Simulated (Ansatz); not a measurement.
## Al3Cu: stationary points along a deformation path

These are results of DFT PBEsol, scalar-relativistic, plane waves, PAW (Ansatz 0.2.0), not measurements. The runs took a 420 eV cutoff, a Γ-centred 18×18×8 mesh and Gaussian smearing (0.15 eV). No spin polarisation. Energies are free energies at this smearing, counted from the undisturbed cell; pressure is positive in compression.

Reference structure (relaxed at this level; it needn't be the usual structure):

```xyz
4
Lattice="2.7797 0.0000 0.0000 0.0000 2.7797 0.0000 0.0000 0.0000 7.6030" Properties=species:S:1:pos:R:3 pbc="T T T"
Al    0.0000    0.0000    3.8015
Al    1.3898    1.3898    1.6779
Al    1.3898    1.3898    5.9251
Cu    0.0000    0.0000    0.0000
```

At fixed volume and fractional coordinates, lengths along (0.000, 0.000, 1.000) are scaled against those across it; ρ is that ratio over its starting value. V = 14.686 Å³/atom. Δσ is the stress along the axis less the mean stress across it (compression positive).

| ρ | ΔE (meV/atom) | Δσ (GPa) | space group |
| --- | --- | --- | --- |
| 0.800 | 87.6 | 7.47 | P4/mmm |
| 0.850 | 62.0 | 7.40 | P4/mmm |
| 0.920 | 23.5 | 7.85 | P4/mmm |
| 0.960 | 6.1 | 4.97 | P4/mmm |
| 1.000 | 0.0 | -0.33 | P4/mmm |
| 1.050 | 13.1 | -8.13 | P4/mmm |
| 1.100 | 43.6 | -12.67 | P4/mmm |
| 1.200 | 130.7 | -19.69 | P4/mmm |
| 1.300 | 241.4 | -25.64 | P4/mmm |

How does the stress give the slope of the energy, and where is the energy stationary?

Along the path d ln(length) is 2/3 d ln ρ on the axis and −1/3 d ln ρ across it, so dE/d ln ρ = −(2/3) V Δσ: the energy falls with ρ where Δσ is positive. Δσ vanishes or changes sign between ρ = 0.960 and 1.000, a minimum (near 1.00 by linear interpolation). Pairs of stationary points between two samples would go unseen, and could change a minimum read from distant neighbours into a maximum.

Integrate that slope from ρ = 1 to 0.850 by the trapezoid rule.

With V/N in Å³ and 1 eV/Å³ = 160.2 GPa the slopes at ρ = 1.000, 0.960, 0.920, 0.850 are 20, -303, -479, -452 meV/atom per unit of ln ρ. The steps add 5.8 + 16.7 + 36.9 = 59.3 meV/atom, against 62.0 from the energies; the trapezoid rule misses the curvature of the slope within each step.

Forces appear on the atoms along this scan, and letting them relax would lower the energy and soften the response. In a metal these slopes depend on the k mesh and the smearing.

Cost: 9 runs of about 4.6 core-minutes in all, on Arm Neoverse N1 (shared hosts).